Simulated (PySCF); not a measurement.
## Isomers of C2H2Cl2: computed energies against enthalpies of formation

**Measured values to compare with.**

From CRC Handbook of Chemistry and Physics, for the gas at 298.15 K: enthalpy of formation of `Cl/C=C\Cl` 4.6 kJ/mol; enthalpy of formation of `Cl/C=C/Cl` 5 kJ/mol.

How close the calculation comes is told at the end.

Differences of these values give the isomerisation enthalpies. Geometries: PBE0-D3(BJ)/def2-TZVP; runs in PySCF, gas phase, with a dispersion term only where the level names one. Total electronic energies (Eh):

```json
{"SMILES": "Cl/C=C\\Cl", "PBE0-D3(BJ)/def2-TZVP": "-997.45216", "PBE0/pcSseg-2": "-997.46536", "CAM-B3LYP/aug-cc-pVTZ": "-997.83853", "PBE0/aug-cc-pVTZ": "-997.46060"}
{"SMILES": "Cl/C=C/Cl", "PBE0-D3(BJ)/def2-TZVP": "-997.45115", "PBE0/pcSseg-2": "-997.46455", "CAM-B3LYP/aug-cc-pVTZ": "-997.83804", "PBE0/aug-cc-pVTZ": "-997.45980"}
```

Geometry of `Cl/C=C\Cl` (Å):
```
atom  x, y, z in Å
Cl1   -0.0683    0.7030   -1.9348
C2     0.0704   -0.3419   -0.5944
C3    -0.0196    0.0356    0.6718
Cl4   -0.2913    1.6355    1.1947
H5     0.2441   -1.3799   -0.8450
H6     0.0803   -0.6907    1.4674
```

Geometry of `Cl/C=C/Cl` (Å):
```
atom  x, y, z in Å
Cl1   -1.944    0.682    0.553
C2    -0.597   -0.272    0.092
C3     0.598    0.260   -0.102
Cl4    1.944   -0.694   -0.564
H5    -0.804   -1.327   -0.025
H6     0.805    1.315    0.014
```

Zero-point and thermal terms are left out, so the computed numbers are electronic energies.

**Comparison with experiment**

Relative to `Cl/C=C\Cl`, the lowest by measurement, in kJ/mol (measured: enthalpies at 298.15 K; computed: electronic energies):

```
   SMILES  measured  PBE0-D3(BJ)/def2-TZVP  PBE0/pcSseg-2  CAM-B3LYP/aug-cc-pVTZ  PBE0/aug-cc-pVTZ
Cl/C=C\Cl       0.0                    0.0            0.0                    0.0               0.0
Cl/C=C/Cl       0.4                    2.6            2.1                    1.3               2.1
```

Measured values: 4.6 kJ/mol (298.15 K; CRC Handbook of Chemistry and Physics) for the first row; the others come from the same table. Unsigned miss: CAM-B3LYP/aug-cc-pVTZ 0.9, PBE0/aug-cc-pVTZ 1.7, PBE0/pcSseg-2 1.7, PBE0-D3(BJ)/def2-TZVP 2.2 kJ/mol. The two lowest measured values lie only 0.4 kJ/mol apart, so their order may not be settled by the table. Where a level misses, the cause wasn't examined.
